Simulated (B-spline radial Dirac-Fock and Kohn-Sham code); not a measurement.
**The Li-like isoelectronic sequence (3 electrons), Z = 50 to 59**

Calculated with a radial finite-basis atomic code, using Dirac-Fock ΔSCF + Breit + QED. Binding energies in eV, tabulated ground configurations ([He] 2s1 throughout). Correlation and solid-state effects are left out.

```
  ion  outermost level  NIST ionisation energy
Sn⁴⁷⁺      8306.7 (2s)          8306.95 ± 0.04
Sb⁴⁸⁺      8669.3 (2s)          8669.48 ± 0.04
Te⁴⁹⁺      9040.6 (2s)          9040.83 ± 0.04
 I⁵⁰⁺      9420.9 (2s)           9421.1 ± 0.04
Xe⁵¹⁺      9810.1 (2s)          9810.37 ± 0.04
Cs⁵²⁺     10208.5 (2s)         10208.78 ± 0.05
Ba⁵³⁺                ?                       ?
La⁵⁴⁺     11033.1 (2s)          11033.4 ± 0.05
Ce⁵⁵⁺     11459.6 (2s)         11459.85 ± 0.06
Pr⁵⁶⁺     11895.6 (2s)         11895.89 ± 0.06
```

Q: Fill in the row of Ba⁵³⁺.

A: outermost 10616.2 (2s), NIST 10616.42 ± 0.05 eV.

NIST's values are for the lowest levels; a dash marks a value that is missing or belongs to another shell. Their kind here: theoretical.
